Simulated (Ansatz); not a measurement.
# Thickness series of a Ti/LiH/Ti junction, part 2 of 7

How fast does the current through Ti/LiH/Ti fall with each added layer? Both electrodes are Ti hcp(0001); the barrier is LiH rock salt(111) (Li and Li faces). In the first transport cell, after relaxation, the nearest pair of electrode and barrier is Ti–Li at 3.16 Å, at a slant, at the lower face and Ti–Li at 3.17 Å, at a slant, at the upper one. All share a net of side 2.93 Å, which strains the lower electrode by +0.0 % and the barrier by +3.3 %, against typed lattice constants near PBE's. The first steps treat the bulk electrodes alone.

Ansatz 0.2.0; PBE DFT, plane waves, PAW files (the session's first sound run).

So far: Starting point; Layer spacing of the electrode.

### 3. Relaxation

System of this step: Ti/LiH/Ti. The cell holds 17 atoms: 8 Ti, 5 Li and 4 H. Cell: a = 2.930 Å, b = 2.930 Å, c = 43.779 Å, α = 90.0°, β = 90.0°, γ = 120.0°. Vacuum lies along c.

The starting distances are typed guesses, too rough for a quantity that is exponential in distance. A short slab in vacuum serves: only the barrier and the layers next to it are taken over, and later cells can add or drop layers in the barrier's middle. The dipole correction removes the field that unlike faces would set up across the vacuum.

input.yaml

```yaml
crystal:
  lattice:
    - [2.93, 0.0, 0.0]
    - [-1.465, 2.5374544331, 0.0]
    - [0.0, 0.0, 43.7793191546]
  atoms:
    - { symbol: Ti, position: [0.33333333, 0.66666667, 0.1827346828] }
    - { symbol: Ti, position: [0.0, 0.0, 0.23584195] }
    - { symbol: Ti, position: [0.33333333, 0.66666667, 0.2889492172] }
    - { symbol: Ti, position: [0.0, 0.0, 0.3420564844] }
    - { symbol: Li, position: [0.33333333, 0.66666667, 0.3967018062] }
    - { symbol: H, position: [0.66666667, 0.33333333, 0.4225263546] }
    - { symbol: Li, position: [0.0, 0.0, 0.4483509031] }
    - { symbol: H, position: [0.33333333, 0.66666667, 0.4741754515] }
    - { symbol: Li, position: [0.66666667, 0.33333333, 0.5] }
    - { symbol: H, position: [0.0, 0.0, 0.5258245485] }
    - { symbol: Li, position: [0.33333333, 0.66666667, 0.5516490969] }
    - { symbol: H, position: [0.66666667, 0.33333333, 0.5774736454] }
    - { symbol: Li, position: [0.0, 0.0, 0.6032981938] }
    - { symbol: Ti, position: [0.33333333, 0.66666667, 0.6579435156] }
    - { symbol: Ti, position: [0.66666667, 0.33333333, 0.7110507828] }
    - { symbol: Ti, position: [0.33333333, 0.66666667, 0.76415805] }
    - { symbol: Ti, position: [0.66666667, 0.33333333, 0.8172653172] }
kpoints:
  mp_grid: { grid: [12, 12, 1] }
scf:
  occupations: { method: fermi_dirac, width: 0.1 }
  max_iter: 150
hamiltonian:
  xc: pbe
efield:
  axis: 3
  dipole_correction: true
relax:
  f_tol: 0.04
  max_steps: 60
output:
  forces: true
```

On the command line:

```bash
ansatz run input.yaml --threads 4 --pin off --max-ram 10240MiB --backend cpu --events-out ev --progress --plain --runs-dir out
```

Numbers of over 12 decimals in the logs are rounded to 6 here.

The log of the run:

```text
[...]
Crystal: 17 atoms, lattice volume = 325.488 Å³
Basis set: ecut = 420 eV, 6303 PW (Γ), exchange–correlation on 40×40×600 points (8 copies of the dense FFT grid, shifted against one another)
Bands: 75, of which v1, the nominal top of the filled ones, is band 58 counted from 1 (57 counted from 0)
Symmetry: 6 space group operations
[...]
k-points: 19 of 144 (time reversal used)
[...]
SCF iter   1: F=—  HF=-21085.038430 eV  |F-HF|=—  |Δ(HF+E_count)|=         —  Δρ=1.14e-2  dr2=1.57e1  ethr=1.77e-3  p=-0.002 e·Å  D=-1.18e-3 V/Å  ΔV_dip=0.05 eV  dr2_dipole=4.06e0  V_vac-E_F(+/−)=4.13/4.08 eV  ⟨swp⟩=9.6  Hψ=7029  notcnv=0
efield: sawtooth ramp at fractional position 0.9500 (placed from the atoms, in the widest stretch of the axis that holds none; the zero of the levels goes with the place), width 0.1000; the density the first Hamiltonian is built on has a dipole p = -0.002 e·Å; the dipole correction subtracts the counter field D = -1.18e-3 V/Å, which shifts the + side's vacuum level by +0.05 eV against the − side's; the planar-averaged density in the ramp window peaks in size at 1.7e-4 e/Å³
[...]
SCF iter   2: F=—  HF=-21084.916996 eV  |F-HF|=—  |Δ(HF+E_count)|=   1.21e-1  Δρ=2.67e-3  dr2=1.03e-1  ethr=1.77e-3  p=0.000 e·Å  D=1.43e-4 V/Å  ΔV_dip=-0.01 eV  dr2_dipole=7.99e-4  V_vac-E_F(+/−)=4.41/4.41 eV  ⟨swp⟩=2.7  Hψ=1777  notcnv=0
[...]
SCF iter   6: F=-21084.917854 eV  HF=-21084.917862 eV  |F-HF|=8.18e-6  |Δ(HF+E_count)|=   4.92e-6  Δρ=4.32e-5  dr2=1.48e-5  ethr=3.48e-8  p=0.000 e·Å  D=3.53e-5 V/Å  ΔV_dip=-0.00 eV  dr2_dipole=5.10e-10  V_vac-E_F(+/−)=4.43/4.43 eV  ⟨swp⟩=4.6  Hψ=4165  notcnv=0
WARN: efield: at this solve's end the planar-averaged density reaches 2.57e-5 e/Å³ inside the ramp window [0.9272, 0.0728] (bound 1e-5 e/Å³); the window's nearer edge stands 4.81 Å from this solve's nearest atom along the axis. Its work functions, free energy, forces, stress, dipole, levels and responses can be off, and this figure does not tell by how much. A short vacuum, a low `basis.ecutwfc` or `basis.ecutrho_ratio` and negative occupations (`scf.occupations.method`) can put density there. See the manual's quickstart, § The vacuum guard
SCF 1 converged in 6 iterations: F = -21084.917854 eV  dr2 = 1.48e-5
[...]
relax step   1: F+E_penalty+E_count = -21084.91785378 eV  Δ(F+E_penalty+E_count) = +0.000e0 eV  max|allowed force component| = 9.227e-1 eV/Å  Δτ_max = 0.0000 Å  (6 SCF iters, dr2 threshold 4.00e-5 eV, accepted)
[...]
SCF iter   1: F=—  HF=-21085.559015 eV  |F-HF|=—  |Δ(HF+E_count)|=         —  Δρ=1.67e-2  dr2=1.98e1  ethr=3.10e-3  p=0.000 e·Å  D=3.53e-5 V/Å  ΔV_dip=-0.00 eV  dr2_dipole=1.65e-2  V_vac-E_F(+/−)=4.43/4.44 eV  ⟨swp⟩=6.4  Hψ=3706  notcnv=0
efield: sawtooth ramp at fractional position 0.9500 (handed on by an earlier solve), width 0.1000; the density the first Hamiltonian is built on has a dipole p = 0.000 e·Å; the dipole correction subtracts the counter field D = 3.53e-5 V/Å, which shifts the + side's vacuum level by -0.00 eV against the − side's; the planar-averaged density in the ramp window peaks in size at 1.8e-5 e/Å³
[...]
SCF iter   2: F=—  HF=-21085.211714 eV  |F-HF|=—  |Δ(HF+E_count)|=   3.47e-1  Δρ=9.37e-3  dr2=1.29e0  ethr=3.10e-3  p=0.000 e·Å  D=3.62e-5 V/Å  ΔV_dip=-0.00 eV  dr2_dipole=6.30e-3  V_vac-E_F(+/−)=4.34/4.35 eV  ⟨swp⟩=3.7  Hψ=2385  notcnv=0
[...]
SCF iter   7: F=-21085.122671 eV  HF=-21085.122671 eV  |F-HF|=2.64e-8  |Δ(HF+E_count)|=   2.80e-6  Δρ=3.22e-5  dr2=4.17e-6  ethr=4.63e-8  p=0.000 e·Å  D=7.25e-6 V/Å  ΔV_dip=-0.00 eV  dr2_dipole=2.81e-9  V_vac-E_F(+/−)=4.40/4.40 eV  ⟨swp⟩=4.9  Hψ=4237  notcnv=0
[...]
SCF 2 converged in 7 iterations: F = -21085.122671 eV  dr2 = 4.17e-6
[...]
relax step   2: F+E_penalty+E_count = -21085.12267120 eV  Δ(F+E_penalty+E_count) = -2.048e-1 eV  max|allowed force component| = 5.030e-1 eV/Å  Δτ_max = 0.1949 Å  (7 SCF iters, dr2 threshold 5.32e-5 eV, accepted)
SCF iter   1: F=—  HF=-21085.567259 eV  |F-HF|=—  |Δ(HF+E_count)|=         —  Δρ=2.48e-2  dr2=4.84e1  ethr=3.10e-3  p=0.000 e·Å  D=7.24e-6 V/Å  ΔV_dip=-0.00 eV  dr2_dipole=3.03e-3  V_vac-E_F(+/−)=4.44/4.44 eV  ⟨swp⟩=5.2  Hψ=3814  notcnv=0
[...]
SCF iter   7: F=-21085.207735 eV  HF=-21085.207741 eV  |F-HF|=5.61e-6  |Δ(HF+E_count)|=   1.35e-6  Δρ=3.13e-5  dr2=1.07e-5  ethr=1.38e-8  p=0.000 e·Å  D=1.96e-5 V/Å  ΔV_dip=-0.00 eV  dr2_dipole=2.05e-7  V_vac-E_F(+/−)=4.41/4.41 eV  ⟨swp⟩=3.4  Hψ=5103  notcnv=0
[...]
SCF 3 converged in 7 iterations: F = -21085.207735 eV  dr2 = 1.07e-5
[...]
relax step   3: F+E_penalty+E_count = -21085.20773542 eV  Δ(F+E_penalty+E_count) = -8.506e-2 eV  max|allowed force component| = 7.444e-2 eV/Å  Δτ_max = 0.1715 Å  (7 SCF iters, dr2 threshold 1.58e-5 eV, accepted)
[...]
relax step   4: F+E_penalty+E_count = -21085.20237543 eV  Δ(F+E_penalty+E_count) = +5.360e-3 eV  max|allowed force component| = 2.060e-1 eV/Å  Δτ_max = 0.2000 Å  (9 SCF iters, rejected (line search))
[...]
relax step   5: F+E_penalty+E_count = -21085.21914880 eV  Δ(F+E_penalty+E_count) = -1.141e-2 eV  max|allowed force component| = 2.025e-2 eV/Å  Δτ_max = 0.0968 Å  (9 SCF iters, accepted)
SCF iter   1: F=—  HF=-21085.287333 eV  |F-HF|=—  |Δ(HF+E_count)|=         —  Δρ=1.06e-2  dr2=8.51e0  ethr=3.10e-3  p=0.000 e·Å  D=2.06e-5 V/Å  ΔV_dip=-0.00 eV  dr2_dipole=3.49e-3  V_vac-E_F(+/−)=4.41/4.41 eV  ⟨swp⟩=4.0  Hψ=3208  notcnv=0
[...]
SCF iter   9: F=-21085.221822 eV  HF=-21085.221822 eV  |F-HF|=3.19e-9  |Δ(HF+E_count)|=   7.64e-8  Δρ=1.86e-6  dr2=1.42e-8  ethr=8.70e-11  p=0.000 e·Å  D=2.51e-5 V/Å  ΔV_dip=-0.00 eV  dr2_dipole=4.76e-12  V_vac-E_F(+/−)=4.39/4.39 eV  ⟨swp⟩=4.8  Hψ=4182  notcnv=0
[...]
SCF 6 converged in 9 iterations: F = -21085.221822 eV  dr2 = 1.42e-8
relax step   6: F+E_penalty+E_count = -21085.22182241 eV  Δ(F+E_penalty+E_count) = -2.674e-3 eV  max|allowed force component| = 1.603e-2 eV/Å  Δτ_max = 0.0758 Å  (9 SCF iters, accepted)
SCF converged after 9 iterations
Free energy (F): -21085.221822 eV
[...]
Internal energy: -21084.790259 eV  (E = F + TS)
E sigma→0 (E₀):  -21085.006041 eV
Entropy (-TS):   -0.431563 eV (-25.386 meV/atom)
Fermi energy:    5.119687 eV
Dipole field:    D = 0.000027 V/Å  (p = 0.000049 e·Å, saw-weighted, corrected)
Work function:   Φ+ = 4.3898 eV   Φ− = 4.3910 eV
Levels:          The Fermi level and band energies are counted from a zero that moves with the ramp; work functions are not
Vacuum region:   at the solve's end the planar-averaged density reaches 4.33e-5 e/Å³ inside the ramp window [0.9272, 0.0728] (bound 1e-5 e/Å³)
[...]
--- Forces (eV/Å), atoms counted from 1 ---
  atom   1  Ti     0.00000000     0.00000000    -0.01089953
  atom   2  Ti     0.00000000    -0.00000000     0.01325749
  atom   3  Ti     0.00000000     0.00000000    -0.00238536
  atom   4  Ti     0.00000000    -0.00000000    -0.00110089
  atom   5  Li     0.00000000     0.00000000     0.00388150
  atom   6  H      0.00000000    -0.00000000    -0.00169962
  atom   7  Li     0.00000000    -0.00000000    -0.00076250
  atom   8  H     -0.00000000     0.00000000    -0.00360270
  atom   9  Li     0.00000000    -0.00000000     0.00447621
  atom  10  H     -0.00000000     0.00000000    -0.00283481
  atom  11  Li     0.00000000    -0.00000000     0.00858169
  atom  12  H     -0.00000000     0.00000000    -0.00609797
  atom  13  Li     0.00000000    -0.00000000    -0.01446524
  atom  14  Ti     0.00000000    -0.00000000     0.01602693
  atom  15  Ti     0.00000000     0.00000000     0.00353310
  atom  16  Ti     0.00000000    -0.00000000    -0.01544576
  atom  17  Ti     0.00000000     0.00000000     0.00953374
  max |Σ_I F_I| component: 3.71e-6 eV/Å
--- Relaxed structure (6 steps of the walk, 5 accepted, 0 SCFs on fresh bases) ---
  F+E_penalty+E_count = -21085.22182241 eV   max|allowed force component| = 1.603e-2 eV/Å
  atoms:
    - { symbol: Ti, position: [0.333333, 0.666667, 0.176643] }
    - { symbol: Ti, position: [2.469240775444786e-18, 4.072098279420707e-17, 0.226264] }
    - { symbol: Ti, position: [0.333333, 0.666667, 0.281734] }
    - { symbol: Ti, position: [2.6288446001676904e-18, 4.0720982794207074e-17, 0.332623] }
    - { symbol: Li, position: [0.333333, 0.666667, 0.393635] }
    - { symbol: H, position: [0.666667, 0.333333, 0.420563] }
    - { symbol: Li, position: [1.178312974361144e-17, 4.0720982794207074e-17, 0.447195] }
    - { symbol: H, position: [0.333333, 0.666667, 0.473777] }
    - { symbol: Li, position: [0.666667, 0.333333, 0.499837] }
    - { symbol: H, position: [1.3868393853610933e-17, 4.0720982794207074e-17, 0.526554] }
    - { symbol: Li, position: [0.333333, 0.666667, 0.552514] }
    - { symbol: H, position: [0.666667, 0.333333, 0.579803] }
    - { symbol: Li, position: [1.6116464444184447e-17, 4.0720982794207074e-17, 0.606061] }
    - { symbol: Ti, position: [0.333333, 0.666667, 0.667406] }
    - { symbol: Ti, position: [0.666667, 0.333333, 0.718221] }
    - { symbol: Ti, position: [0.333333, 0.666667, 0.773774] }
    - { symbol: Ti, position: [0.666667, 0.333333, 0.823395] }
```

The job ended after 51 s (4 threads of Arm Neoverse V2, shared host; peak memory 1 GiB; 3.3 min of CPU time).

The steps of the relaxation:

| step | energy less that of the first step (eV) | largest force component (eV/Å) |
| --- | --- | --- |
| 1 | 0.0000 | 0.9227 |
| 2 | -0.2048 | 0.5030 |
| 3 | -0.2899 | 0.0744 |
| 4 | -0.2845 | 0.2060 |
| 5 | -0.3013 | 0.0203 |
| 6 | -0.3040 | 0.0160 |

Relaxation step 4 was tried and not accepted.

The run keeps the 6 symmetry operations that it works with, so distortions that break them were not tested.

The atoms that moved most (Å):

```
atom     dx     dy      dz  length
Ti16  0.000  0.000   0.421   0.421
 Ti2  0.000  0.000  -0.419   0.419
Ti14  0.000  0.000   0.414   0.414
 Ti4  0.000  0.000  -0.413   0.413
 Ti3  0.000  0.000  -0.316   0.316
Ti15  0.000  0.000   0.314   0.314
Ti17  0.000  0.000   0.268   0.268
 Ti1  0.000  0.000  -0.267   0.267
```

The relaxed structure:

```cif
data_structure
_symmetry_space_group_name_H-M 'P 1'
_symmetry_Int_Tables_number 1
_cell_length_a 2.9300
_cell_length_b 2.9300
_cell_length_c 43.7793
_cell_angle_alpha 90.000
_cell_angle_beta 90.000
_cell_angle_gamma 120.000
_cell_volume 325.49
loop_
_atom_site_label
_atom_site_type_symbol
_atom_site_fract_x
_atom_site_fract_y
_atom_site_fract_z
_atom_site_occupancy
Ti1 Ti 0.33333 0.66667 0.17664 1
Ti2 Ti 0.00000 0.00000 0.22626 1
Ti3 Ti 0.33333 0.66667 0.28173 1
Ti4 Ti 0.00000 0.00000 0.33262 1
Li5 Li 0.33333 0.66667 0.39364 1
H6 H 0.66667 0.33333 0.42056 1
Li7 Li 0.00000 0.00000 0.44720 1
H8 H 0.33333 0.66667 0.47378 1
Li9 Li 0.66667 0.33333 0.49984 1
H10 H 0.00000 0.00000 0.52655 1
Li11 Li 0.33333 0.66667 0.55251 1
H12 H 0.66667 0.33333 0.57980 1
Li13 Li 0.00000 0.00000 0.60606 1
Ti14 Ti 0.33333 0.66667 0.66741 1
Ti15 Ti 0.66667 0.33333 0.71822 1
Ti16 Ti 0.33333 0.66667 0.77377 1
Ti17 Ti 0.66667 0.33333 0.82340 1
```

This step gave:

| Item | Value |
| --- | --- |
| free energy | -21085.2218 eV |
| Fermi energy | 5.120 eV |

The largest force component on a free atom ends at 0.016 eV/Å. At one or more of this run's solves the program warned of density in the dipole ramp over its bound, where dipole, forces and levels can be off.

[end of part 2 of 7]

[Logs are printed without paths, hosts, clocks, repeated set-up lines and the standing remarks that a program may print on its own settings, such as how far it seeks lower states.]

[Hosts, paths, dates, database ids (printed as entryN), source tags and the programs' standing remarks are cut or masked in the printed files.]
